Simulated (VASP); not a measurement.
**TiN: relaxation of cell and atoms with HSE06**

The system is TiN.

```xyz
2
Lattice="0.0000 2.1200 2.1200 2.1200 0.0000 2.1200 2.1200 2.1200 0.0000" Properties=species:S:1:pos:R:3 pbc="T T T"
Ti    0.0000    0.0000    0.0000
N     2.1200    2.1200    2.1200
```

The cell was built by a generator and needn't be a form met in nature.

```json
{
 "Program": "VASP 6.6.1",
 "Task": "relaxation of cell and atoms",
 "Functional": "HSE06",
 "Potentials or basis": "VASP PAW PBE potentials, release 64 (Ti_sv, N)",
 "Cutoff": "600 eV",
 "k mesh": "8 × 8 × 8",
 "Occupations": "methfessel-paxton, width 0.2 eV",
 "Spin": "no spin polarisation",
 "Grid for exact exchange (PRECFOCK)": "Fast",
 "Screening parameter": "0.2 1/A",
 "Further INCAR settings": "ALGO = Normal; EDIFF = 1e-06; IBRION = 2; EDIFFG = -0.02; NSW = 40; ISIF = 3"
}
```

```yaml
Relaxed_volume: 9.33 Å³/atom
Relaxed_cell: a = 2.977 Å, b = 2.977 Å, c = 2.977 Å, α = 60.00°, β = 60.00°, γ = 60.00°
Space_group_after_relaxing_to_0.05_Å: Fm-3m (No. 225)
Energy_gained_by_relaxing: 4.1 meV/atom
Ionic_steps: 3
Pressure_after_relaxing: 0.1 GPa
Band_gap_on_the_k_mesh: none (metal or under the smearing width)
```

The path:
```tsv
step	energy change (eV)	largest force (eV/Å)	pressure (GPa)	volume (Å³)
1	0.0000	0.0000	-6.44	19.06
2	0.0135	0.0000	11.31	18.02
3	-0.0083	0.0000	0.06	18.66
```

Final structure:
```
CELL_PARAMETERS angstrom
0.00000 2.10505 2.10505
2.10505 0.00000 2.10505
2.10505 2.10505 0.00000
ATOMIC_POSITIONS crystal
Ti 0.00000 0.00000 0.00000
N 0.50000 0.50000 0.50000
```

Levels at points of the mesh, in eV from the Fermi level:
```tsv
k point	band 5	band 6	band 7	band 8	band 9	band 10	band 11	band 12
(0.00, 0.00, 0.00)	-19.89	-2.94	-2.94	-2.94	-0.77	-0.77	-0.77	0.90
(0.50, 0.00, 0.00)	-17.07	-9.89	-6.87	-6.87	2.25	2.25	2.99	6.51
(0.50, 0.50, 0.00)	-18.30	-7.36	-4.37	-4.37	-3.82	2.17	3.10	3.10
```

Wall time 15 min on 8 MPI ranks on Intel(R) Xeon(R) 6975P-C (Granite Rapids), with other jobs on the host, peak memory 0.24 GiB a rank.

Caveat: the PAW data sets were made with another functional, which shifts forces and pressure a little.
